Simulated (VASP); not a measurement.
## From VASP inputs to Ansatz: BeS (rocksalt)

INCAR

```
GGA = PE
LASPH = .TRUE.
NBANDS = 11
NELM = 120
SIGMA = 0.02
LREAL = .FALSE.
EDIFF = 1E-7
NSW = 0
LCHARG = .FALSE.
ISMEAR = -1
PREC = Accurate
LWAVE = .FALSE.
ISIF = 2
ENCUT = 520
IBRION = -1
```

KPOINTS

```
KPOINTS created by Atomic Simulation Environment
0
Gamma
10 10 10
0 0 0
```

KPOINTS_OPT

```
special points
7
Reciprocal
0.0000000000 0.0000000000 0.0000000000 1
0.5000000000 0.0000000000 0.5000000000 1
0.5000000000 0.2500000000 0.7500000000 1
0.3750000000 0.3750000000 0.7500000000 1
0.5000000000 0.5000000000 0.5000000000 1
0.6250000000 0.2500000000 0.6250000000 1
0.1500000000 0.1500000000 0.3000000000 1
```

POSCAR

```
Be S
 1.0000000000000000
     0.0000000000000000    2.3172972018655114    2.3172972018655114
     2.3172972018655114   -0.0000000000000000    2.3172972018655114
     2.3172972018655114    2.3172972018655114   -0.0000000000000000
 Be  S
   1   1
Cartesian
  0.0000000000000000  0.0000000000000000  0.0000000000000000
  2.3172972018655109  2.3172972018655109  2.3172972018655109
```

VASP ran with the recommended PBE PAW datasets (8 valence electrons in the cell).

Problem. Write an Ansatz input for this cell and level of theory.

Solution. 

```yaml
crystal:
  lattice:
    - [0.0, 2.3172972019, 2.3172972019]
    - [2.3172972019, 0.0, 2.3172972019]
    - [2.3172972019, 2.3172972019, 0.0]
  atoms:
    - { symbol: Be, position: [0.0, 0.0, 0.0] }
    - { symbol: S, position: [0.5, 0.5, 0.5] }
kpoints:
  mp_grid: { grid: [10, 10, 10] }
  band_path:
    path:
      - [[0.0, 0.0, 0.0], [0.5, 0.0, 0.5], [0.5, 0.25, 0.75], [0.375, 0.375, 0.75], [0.0, 0.0, 0.0], [0.5, 0.5, 0.5], [0.625, 0.25, 0.625], [0.5, 0.25, 0.75], [0.5, 0.5, 0.5], [0.375, 0.375, 0.75]]
      - [[0.625, 0.25, 0.625], [0.5, 0.0, 0.5]]
    npoints: 10
hamiltonian:
  xc: pbe
scf:
  occupations: { method: fermi_dirac, width: 0.02 }
  n_extra_bands: 4
output:
  forces: true
  stress: true
  eigenvalues: true
```

Other inputs would serve too.

|  | VASP | Ansatz |
| --- | --- | --- |
| gap between bands v and c | 0.97 eV | 0.96 eV |
| least direct gap | 4.15 eV | 4.14 eV |
| pressure | -0.4 GPa | -0.4 GPa |

Each program uses its own PAW datasets. VASP's cell holds 8 valence electrons and Ansatz's 8. Ansatz's stress includes a Pulay correction; VASP's doesn't. Ansatz solved a whole band path, VASP its corner points and band edges.
